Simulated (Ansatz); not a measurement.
The crystal is AlGa2P3 (zincblende [001] superlattice).

The cell holds 12 atoms: 4 Ga, 6 P and 2 Al. Its edges and angles: a = 3.858 Å, b = 3.858 Å, c = 16.316 Å, α = 90.0°, β = 90.0°, γ = 90.0°. It derives from GaP. Regions: GaP, 8 atoms (4 Ga and 4 P); AlP, 4 atoms (2 Al and 2 P). The structure's axis is c.

```xyz
12
Lattice="3.8581 0.0000 0.0000 0.0000 3.8581 0.0000 0.0000 0.0000 16.3162" Properties=species:S:1:pos:R:3 pbc="T T T"
Ga    0.0000    0.0000    0.6948
P     1.9291    0.0000    2.0500
Ga    1.9291    1.9290    3.4042
P     0.0000    1.9290    4.7586
Ga    0.0000    0.0000    6.1131
P     1.9291    0.0000    7.4673
Ga    1.9291    1.9290    8.8225
P     0.0000    1.9290   10.1826
Al    0.0000    0.0000   11.5473
P     1.9291    0.0000   12.9168
Al    1.9291    1.9290   14.2862
P     0.0000    1.9290   15.6509
```

The structure was relaxed with PBEsol. The runs that relaxed it are not among those shown.

Gaps computed with Ansatz 0.2.0 without a self-energy: PBEsol 1.37 eV and PBEsol+SOC 1.35 eV.

Question: What gap should G0W0 on PBEsol give (4×4×2 mesh, 1013 empty bands, screening to 150 eV, PAW set soft_1 files)?

About 2.09 eV: on its mesh the run moves the gap from 1.36 eV by +0.73 eV. A band edge moves to another state on the way. Bands and cutoff are finite, so the gap is not at the basis limit. The miss can reach some tenths of an eV and take either sign; the mesh is an error of its own. The 4×4×2 mesh is coarse for this cell (its supercell is 15 Å along the shortest edge). The RPA ε∞ on it, from the PBEsol start, is 9.57 and 12.13; such meshes misread the long-range screening, most where the gap is narrow. The many-body steps are scalar-relativistic: spin-orbit coupling is not in them.

[Paths, hosts, dates, memory and timing lines, banners, echoed tables and standing remarks are left out of the program output.]

[Logs are printed without paths, hosts, clocks, repeated set-up lines and the standing remarks that a program may print on its own settings, such as how far it seeks lower states.]

[Runs of the session that timed out or met a known fault of the program may be left out.]

[Cells called generated may have been cut or substituted from an entry of the Crystallography Open Database or the Materials Project.]

[Hosts, paths, dates, database ids (printed as entryN), source tags and the programs' standing remarks are cut or masked in the printed files.]
